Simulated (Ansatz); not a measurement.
Input and command of a plane-wave DFT calculation in Ansatz:

```yaml
crystal:
  lattice:
    - [2.5031934983, 0.0, 0.0]
    - [-1.2515967491, 2.1678291601, 0.0]
    - [0.0, 0.0, 4.1688841647]
  atoms:
    - { symbol: C, position: [0.2295428668, 0.4590857335, 0.0087622504] }
    - { symbol: C, position: [0.6666666667, 0.3333333333, 0.5627335269] }
    - { symbol: C, position: [0.3333333333, 0.6666666667, 0.4372664731] }
    - { symbol: C, position: [0.6666666667, 0.3333333333, 0.9372664731] }
basis:
  ecutwfc: 500
kpoints:
  mp_grid: { grid: [12, 12, 6] }
hamiltonian:
  xc: r2scan
scf:
  occupations: { method: gaussian, width: 0.05 }
output:
  forces: true
  stress: true
  eigenvalues: true
```

```bash
ansatz run input.yaml --threads 2 --pin off --max-ram 5120MiB --backend cpu --events-out ev --progress --plain --runs-dir out
```

Processor: Arm Neoverse V1, 2 threads, on a host shared with other jobs.

Problem. How long does it run, and how much memory does it take?

Solution. About 9.2 s on 2 threads of Arm Neoverse V1 (shared host), peak memory 0.42 GiB. It solves 12 bands at 242 k points (the mesh reduced by symmetry) with about 573 plane waves, in 8 SCF iterations.
